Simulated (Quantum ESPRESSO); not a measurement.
Runs of Quantum ESPRESSO 7.5 on W. The structure is cubic, space group Im-3m (No. 229). Conventional cell: a = 3.165 Å, b = 3.165 Å, c = 3.165 Å, α = 90.00°, β = 90.00°, γ = 90.00°. W (site symmetry m-3m) is surrounded by 8 W at 2.74 Å. 

```csv
task,level,potentials or basis,U,cell,k mesh,cutoff (eV),smearing,mixing beta,SCF threshold,q mesh,start of the occupations,hubbard projectors,gap on the mesh (eV),pressure (GPa)
phonon dispersion,PBEsol,GBRV 1.5 PBEsol,-,relaxed,12 × 12 × 12,762,cold 0.2 eV,0.5,2e-10 Ry,2 × 2 × 2,-,-,none,0.0
Hubbard U by linear response,PBEsol+U,GBRV 1.5 PBEsol,W d U = 4.0 eV,as given,10 × 10 × 10,762,cold 0.2 eV,0.3,2e-10 Ry,2 × 2 × 2,default,atomic,none,(a)
phonon dispersion,LDA,GBRV 1.5 LDA,-,relaxed,12 × 12 × 12,762,cold 0.2 eV,0.5,2e-10 Ry,2 × 2 × 2,-,-,none,0.0
phonons,LDA,JTH 2.0 LDA,-,relaxed,12 × 12 × 12,490,cold 0.272 eV,0.5,2e-10 Ry,-,-,-,none,0.0
band structure,SCAN,SG15 PBE 1.2,-,as given,9 × 9 × 9,1020,fermi-dirac 0.05 eV,0.5,1e-08 Ry,-,-,-,none,-11.8
```

Alike in all rows: no spin polarisation.

Task: Fill in the values left out.

Result: (a) -11.3.

Caveats: the computed U isn't converged in cell size (some runs); U without spin polarisation on a metal has little footing (some runs); the U is typed as a test and isn't derived for this compound (some runs); the cutoff is low for these files, which shifts pressure and relaxed volume (some runs); the potentials were made for another functional, which shifts forces and pressure (some runs).

A k mesh can miss the band edges, and the runs leave out spin-orbit coupling on W.

A gap of «none» marks a metal or a gap under the smearing width.

Not every run made on this cell is shown here.
